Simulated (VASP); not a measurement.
Input of a VASP 6.6.1 run:

The input INCAR:

```
ALGO     = Normal         # electronic algorithm
EDIFF    = 1E-6           # SCF threshold, eV
EDIFFG   = -0.01          # ionic threshold
ENCUT    = 600            # plane-wave cutoff, eV
GGA      = PS             # functional
IBRION   = 2              # ionic algorithm
ISIF     = 3              # what is computed and relaxed
ISMEAR   = 0              # smearing method
KPAR     = 8            
LASPH    = T              # aspherical terms in the spheres
LCHARG   = F              # write CHGCAR
LREAL    = F              # projectors in reciprocal space
LWAVE    = F              # write WAVECAR
NELM     = 80             # most SCF steps
NSW      = 90             # ionic steps
PREC     = Accurate       # precision mode
SIGMA    = 0.03           # smearing width, eV
```

File KPOINTS:

```
k-points
0
Gamma
  8 8 8
```

File POSCAR:

```
ZnSe
1.0
    0.0000000000      2.8338000000      2.8338000000
    2.8338000000      0.0000000000      2.8338000000
    2.8338000000      2.8338000000      0.0000000000
Zn Se
1 1
Direct
    0.0000000000      0.0000000000      0.0000000000
    0.2500000000      0.2500000000      0.2500000000
```

Potentials or basis: VASP PAW PBE potentials, release 64 (Zn, Se).

The run is started by

```sh
$ cat potpaw_PBE.64/Zn/POTCAR potpaw_PBE.64/Se/POTCAR > POTCAR
$ mpirun -np 8 vasp_std > vasp.out
```

Q: What does it give for the relaxed volume?

A: 22.44 Å³/atom.

Q: What does it give for the relaxed cell?

A: a = 3.989 Å, b = 3.989 Å, c = 3.989 Å, α = 60.00°, β = 60.00°, γ = 60.00°.

Q: Predict the band gap on the k mesh.

A: 1.23 eV, direct.

Final structure:
```
Zn Se
1.0
     0.00000    2.82066    2.82066
     2.82066    0.00000    2.82066
     2.82066    2.82066    0.00000
Zn Se
1 1
Direct
  0.00000 0.00000 0.00000
  0.25000 0.25000 0.25000
```

Caveat: the PAW data sets were made with another functional, which shifts forces and pressure a little. PBEsol gaps usually lie below the measured ones, often by a third to a half.
